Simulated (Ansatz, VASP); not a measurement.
**LiF in VASP and in Ansatz**

```
CELL_PARAMETERS angstrom
2.96564 0.00000 0.00000
-1.48282 2.56832 0.00000
0.00000 0.00000 7.35267
ATOMIC_POSITIONS crystal
Li 0.00000 0.50000 0.33333
Li 0.50000 0.00000 0.00000
Li 0.50000 0.50000 0.66667
F 0.50000 0.50000 0.16667
F 0.00000 0.50000 0.83333
F 0.50000 0.00000 0.50000
```

Alike in both runs: functional PBE; k mesh 12 × 12 × 4; occupations gaussian, width 0.02 eV; no spin polarisation.

Ansatz relaxed the structure, and its values are those at the end. VASP's run is a single point on that final structure, the one shown.

```csv
,VASP,Ansatz
version,VASP 6.6.1,Ansatz 0.2.0
potentials or method,"VASP PAW PBE potentials, release 64 (Li_sv, F)","scalar-relativistic, plane waves, PAW"
plane-wave cutoff (eV),520,420
valence electrons in the cell,30,30
```

```tsv
	VASP	Ansatz	Ansatz less VASP
gap on the k mesh at the Fermi level (eV)	7.80	7.81	+0.009
least direct gap on the mesh (eV)	7.80	7.81	+0.009
```

The functional is the same, so the differences come from potentials, cutoffs and numerics.

 A hybrid or GW would open this gap; PBE tends to underestimate it. A k mesh can miss the band edges.
